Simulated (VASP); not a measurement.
# Pd: convergence, Hubbard U by linear response

Pd, Fm-3m (no. 225), 27 atoms in the cell. PBE, linear-response Hubbard U; PAW potentials Pd (PBE set). VASP 6.6.1.

Wanted: U within 0.4 eV.

Shifted element: Pd; Shifted shell (l): 2; Shifts (eV): -0.2, 0.2.

POSCAR of the starting run:
```
Pd
1.0
    0.0000000000      3.8930000000      3.8930000000
    3.8930000000      0.0000000000      3.8930000000
    3.8930000000      3.8930000000      0.0000000000
Pd Pd
1 7
Direct
    0.0000000000      0.0000000000      0.0000000000
    0.0000000000      0.0000000000      0.5000000000
    0.0000000000      0.5000000000      0.0000000000
    0.0000000000      0.5000000000      0.5000000000
    0.5000000000      0.0000000000      0.0000000000
    0.5000000000      0.0000000000      0.5000000000
    0.5000000000      0.5000000000      0.0000000000
    0.5000000000      0.5000000000      0.5000000000
```

The series start from Electronic algorithm: Normal; Projectors in real space: false; SCF threshold (eV): 1e-6; Cutoff (eV): 430; k-point spacing (1/Å): 0.3; Supercell: 2x2x2. Each series keeps the choices made before it, and each single choice may use up half of a tolerance. Times cover all steps of a run.

## Electronic algorithm

| Electronic algorithm | U (eV) | Time (s) |
|---|---|---|
| Normal | 2.49 | 30 |
| Fast | 2.49 | 32 |

## Projectors in real space

| Projectors in real space | U (eV) | Time (s) |
|---|---|---|
| false | 2.49 | 30 |
| Auto | 2.49 | 49 |

## SCF threshold (eV)

| SCF threshold (eV) | U (eV) | Time (s) |
|---|---|---|
| 0.0001 | 2.42 | 22 |
| 1e-5 | 2.49 | 24 |
| 1e-6 | 2.49 | 30 |
| 1e-7 (reference) | 2.49 | 32 |

## Cutoff (eV)

| Cutoff (eV) | U (eV) | Time (s) |
|---|---|---|
| 300 | 2.55 | 14 |
| 360 | 2.42 | 18 |
| 430 | 2.42 | 22 |
| 520 | 2.42 | 26 |
| 600 (reference) | 2.39 | 36 |

## k-point spacing (1/Å)

| k-point spacing (1/Å) | U (eV) | Time (s) |
|---|---|---|
| 0.4 | 3.01 | 13 |
| 0.3 | 2.55 | 14 |
| 0.24 | 2.85 | 21 |
| 0.19 (reference) | 2.87 | 34 |

## Supercell

| Supercell | U (eV) | Time (s) |
|---|---|---|
| 1x1x1 | 0.32 | 10 |
| 2x2x2 | 2.85 | 21 |
| 3x3x3 (reference) | 2.54 | 190 |

## Question

The rows run from the loosest to the tightest (no order: electronic algorithm, projectors in real space). For each series: choose the loosest value from which every tighter one stays within half of the tolerance; where there is no order, keep the first row unless others stay within half of the tolerance and take at least 30 % less time, and then take the fastest.

## Answer

- Electronic algorithm: Normal
- Projectors in real space: false
- SCF threshold (eV): 0.0001
- Cutoff (eV): 300
- k-point spacing (1/Å): 0.24
- Supercell: 3x3x3, the tightest run, since the next looser one is off by more than half of the tolerance (convergence isn't shown beyond it)

## All choices together

| Input | U (eV) | Time (s) |
|---|---|---|
| the smallest cell (naive) | 0.21 | 9.0 |
| chosen settings | 2.54 | 190 |
| reference settings throughout | 2.61 | 1078 |

The chosen settings stay within the tolerance of the reference run, but the reference itself isn't shown to be converged in: Supercell.

## The input

INCAR.step1:
```
PREC     = Accurate       # precision mode
ENCUT    = 300            # plane-wave cutoff, eV
EDIFF    = 1E-4           # SCF threshold, eV
NELM     = 200            # most SCF steps
ALGO     = Normal         # electronic algorithm
ISMEAR   = 1              # smearing method
SIGMA    = 0.1            # smearing width, eV
LREAL    = F              # projectors in reciprocal space
LASPH    = T              # aspherical terms in the spheres
LMAXMIX  = 4              # l up to which the mixer works
LORBIT   = 11             # projections on sites
LWAVE    = T              # write WAVECAR
LCHARG   = T              # write CHGCAR
GGA      = PE             # functional
ISPIN    = 2              # spin polarisation
MAGMOM   = 0 0 0 0 0 0 0 0 0 0 0 0 0 0 0 0 0 0 0 0 0 0 0 0 0 0 0 # initial moments
AMIX     = 0.2          
BMIX     = 1E-4         
AMIX_MAG = 0.8          
BMIX_MAG = 1E-4          
```

INCAR.step2, as INCAR.step1 but for:
```
- LWAVE = T
- LCHARG = T
+ LWAVE = F
+ LCHARG = F
+ LDAU = T
+ LDAUTYPE = 3
+ LDAUL = 2 -1
+ LDAUU = -0.2 0
+ LDAUJ = -0.2 0
+ LDAUPRINT = 1
+ ISTART = 1
+ ICHARG = 11
```

INCAR.step3, as INCAR.step2 but for:
```
- ICHARG = 11
+ ICHARG = 1
```

INCAR.step4, as INCAR.step3 but for:
```
- LDAUU = -0.2 0
- LDAUJ = -0.2 0
- ICHARG = 1
+ LDAUU = 0.2 0
+ LDAUJ = 0.2 0
+ ICHARG = 11
```

INCAR.step5, as INCAR.step4 but for:
```
- ICHARG = 11
+ ICHARG = 1
```

KPOINTS:
```
Automatic mesh
0
Gamma
  4 4 4
  0 0 0
```

POSCAR:
```
Pd
1.0
    0.0000000000      5.8395000000      5.8395000000
    5.8395000000      0.0000000000      5.8395000000
    5.8395000000      5.8395000000      0.0000000000
Pd Pd
1 26
Direct
    0.0000000000      0.0000000000      0.0000000000
    0.0000000000      0.0000000000      0.3333333333
    0.0000000000      0.0000000000      0.6666666667
    0.0000000000      0.3333333333      0.0000000000
    0.0000000000      0.3333333333      0.3333333333
    0.0000000000      0.3333333333      0.6666666667
    0.0000000000      0.6666666667      0.0000000000
    0.0000000000      0.6666666667      0.3333333333
    0.0000000000      0.6666666667      0.6666666667
    0.3333333333      0.0000000000      0.0000000000
    0.3333333333      0.0000000000      0.3333333333
    0.3333333333      0.0000000000      0.6666666667
    0.3333333333      0.3333333333      0.0000000000
    0.3333333333      0.3333333333      0.3333333333
    0.3333333333      0.3333333333      0.6666666667
    0.3333333333      0.6666666667      0.0000000000
    0.3333333333      0.6666666667      0.3333333333
    0.3333333333      0.6666666667      0.6666666667
    0.6666666667      0.0000000000      0.0000000000
    0.6666666667      0.0000000000      0.3333333333
    0.6666666667      0.0000000000      0.6666666667
    0.6666666667      0.3333333333      0.0000000000
    0.6666666667      0.3333333333      0.3333333333
    0.6666666667      0.3333333333      0.6666666667
    0.6666666667      0.6666666667      0.0000000000
    0.6666666667      0.6666666667      0.3333333333
    0.6666666667      0.6666666667      0.6666666667
```

Commands (each step's output is kept before the next begins):
```
cat potpaw_PBE.64/Pd/POTCAR potpaw_PBE.64/Pd/POTCAR > POTCAR
cp INCAR.step1 INCAR
mpirun -np 8 vasp_std > vasp.out
cp CHGCAR CHGCAR.0
cp WAVECAR WAVECAR.0
cp INCAR.step2 INCAR
mpirun -np 8 vasp_std > vasp.out
cp CHGCAR.0 CHGCAR
cp WAVECAR.0 WAVECAR
cp INCAR.step3 INCAR
mpirun -np 8 vasp_std > vasp.out
cp CHGCAR.0 CHGCAR
cp WAVECAR.0 WAVECAR
cp INCAR.step4 INCAR
mpirun -np 8 vasp_std > vasp.out
cp CHGCAR.0 CHGCAR
cp WAVECAR.0 WAVECAR
cp INCAR.step5 INCAR
mpirun -np 8 vasp_std > vasp.out
```

Limits: The slopes are limited by the printed digits (0.001 electrons) and by how far each density was converged.

The chosen input took VASP 6.6.1 190 s on 8 cores (AMD EPYC 9R45 (Zen 5)), a shared host.
